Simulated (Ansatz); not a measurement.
**Property card for PbO$_{2}$**

These are results of DFT PBE, scalar-relativistic, plane waves, PAW (Ansatz 0.2.0), not measurements.

Plane waves to 420 eV, a k mesh through Γ of 8×8×10 on the computed 6-atom cell and Gaussian smearing (0.10 eV); no spin polarisation.

The structure is relaxed at this level of theory with its symmetry kept. Whether it is the stable form of this composition wasn't checked.

It takes space group P4_2/mnm (No. 136, tetragonal). Conventional cell: a = 5.082 Å, b = 5.082 Å, c = 3.443 Å, α = 90.00°, β = 90.00°, γ = 90.00°. Pb (site symmetry mmm) has 6 O at 2.21 Å as nearest neighbours. O (site symmetry m2m) has 3 Pb at 2.21 Å as nearest neighbours.

```json
{
 "Volume per atom": "100.0 bohr³",
 "Formation energy from the elements' standard states (uncorrected)": "-0.793 eV/atom",
 "Kohn–Sham band gap": "none (metal)",
 "Density of states at the Fermi level": "0.07 states/eV per cell (so small that it hangs on the mesh: a semimetal, or crossings between mesh points)",
 "Löwdin character within 0.5 eV of the Fermi level": "O 2p 96 %",
 "Bulk modulus": "105 GPa",
 "Its pressure derivative": "6.1",
 "Bader charges (e)": "Pb (2 in the cell) 2.04, O (4 in the cell) -1.02"
}
```

Spin-orbit coupling is left out, which matters for the bands of heavy elements.

Cost: 9 runs of about 6.7 core-minutes in all, on Intel Xeon 6975P-C (Granite Rapids) (shared hosts).